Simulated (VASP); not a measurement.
Sb: equation of state with PBEsol

The system is Sb.

```
CELL_PARAMETERS angstrom
0.00000 2.37124 2.37124
2.37124 0.00000 2.37124
2.37124 2.37124 0.00000
ATOMIC_POSITIONS crystal
Sb 0.00000 0.00000 0.00000
```

This isn't the form of Sb at room conditions, which is rhombohedral.

```
Program             : VASP 6.6.1
Task                : equation of state
Functional          : PBEsol
Potentials or basis : VASP PAW PBE potentials, release 64 (Sb)
Cutoff              : 520 eV
k mesh              : 10 × 10 × 10
Occupations         : fermi-dirac, width 0.05 eV
Spin                : no spin polarisation
```

```yaml
Equilibrium_volume: 26.14 Å³/atom
Bulk_modulus: 64 GPa
Pressure_derivative_of_the_bulk_modulus: "3.4 (rough: it moves with the points fitted)"
```

Energy against volume, from the lowest point:
```
volume (Å³/atom)  energy (meV/atom)
          25.066               9.34
          25.599               2.24
          26.133               0.00
          26.666               2.07
          27.199               8.08
          27.733              17.74
          28.266              30.77
```

All runs of the series together: 65 s on 1 thread of Intel(R) Xeon(R) Platinum 8259CL CPU @ 2.50GHz (Skylake/Cascade Lake), with other jobs on the host.

Caveat: the fit is doubtful: noisy points or a state that changes with volume; the PAW data sets were made with another functional, which shifts forces and pressure a little. The run has no spin-orbit coupling, so splittings on Sb are missing.
